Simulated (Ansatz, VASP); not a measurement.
ScAl3: VASP beside Ansatz

```
Sc Al
1.0
     5.24466    0.00000    0.00000
    -2.62233    4.54201    0.00000
     0.00000    0.00000    5.08972
Sc Al
1 3
Direct
  0.33333 0.66667 0.23395
  0.49983 0.50017 0.73394
  0.49983 0.99966 0.73394
  0.00034 0.50017 0.73394
```

Alike in both runs: functional PBE; k mesh 6 × 6 × 4; occupations gaussian, width 0.1 eV; no spin polarisation.

Ansatz relaxed the structure, and its values are those at the end. VASP's run is a single point on that final structure, the one shown.

|  | VASP | Ansatz |
| --- | --- | --- |
| version | VASP 6.6.1 | Ansatz 0.2.0 |
| potentials or method | VASP PAW PBE potentials, release 64 (Sc_sv, Al) | scalar-relativistic, plane waves, PAW |
| plane-wave cutoff (eV) | 520 | 420 |
| valence electrons in the cell | 20 | 20 |

Ansatz gave:

```
gap on the k mesh at the Fermi level (eV) : none
pressure (GPa)                            : 0.0
rms of the force components (eV/Å)        : 0.002
```

Task: Which values does VASP return?

Result: gap on the k mesh at the Fermi level (eV): none; pressure (GPa): 0.0; rms of the force components (eV/Å): 0.007.

A gap of «none» marks a metal or a gap that the smearing closes.
